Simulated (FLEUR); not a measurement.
ZnS: equation of state with PBEsol

**The experiment to reproduce.**

From “Electronic, vibrational, and thermodynamic properties of ZnS (zincblende and rocksalt structure)”, 2009, arxiv:0911.5022, for a bulk crystal of ZnS: bulk modulus 76.9 GPa.

Crystal: ZnS.

```xyz
2
Lattice="0.0000 2.7020 2.7020 2.7020 0.0000 2.7020 2.7020 2.7020 0.0000" Properties=species:S:1:pos:R:3 pbc="T T T"
Zn    4.0530    4.0530    4.0530
S     0.0000    0.0000    0.0000
```

```yaml
Program: FLEUR MaX-R8.1 (later development tree)
Task: equation of state
Functional: PBEsol
Potentials_or_basis: all-electron
Basis: FLAPW
Kmax: 5.27 1/bohr
k_mesh: 9 × 9 × 9
Occupations: fermi-dirac, width 0.05 eV
Spin: no spin polarisation
Gmax: 16.3 1/bohr
Muffin-tin_radii: Zn 2.11, S 1.86 bohr
lmax: Zn 9, S 8
lnonsphr: Zn 9, S 8
Local_orbitals_a_species: Zn 6, S 4
```

* Equilibrium volume: 19.21 Å³/atom
* Bulk modulus: 79 GPa
* Pressure derivative of the bulk modulus: 4.5

Energy against volume, from the lowest point:
```csv
volume (Å³/atom),energy (meV/atom)
18.543,5.94
18.938,0.81
19.332,0.00
19.727,3.04
20.121,9.54
20.516,19.12
20.910,31.46
```

Measured bulk modulus of ZnS: 76.9 GPa (quoted in “Electronic, vibrational, and thermodynamic properties of ZnS (zincblende and rocksalt structure)”, 2009, arxiv:0911.5022). This calculation gives 79 GPa (+2.5 %). The fit is for a static lattice scaled at fixed shape and fixed fractional positions.
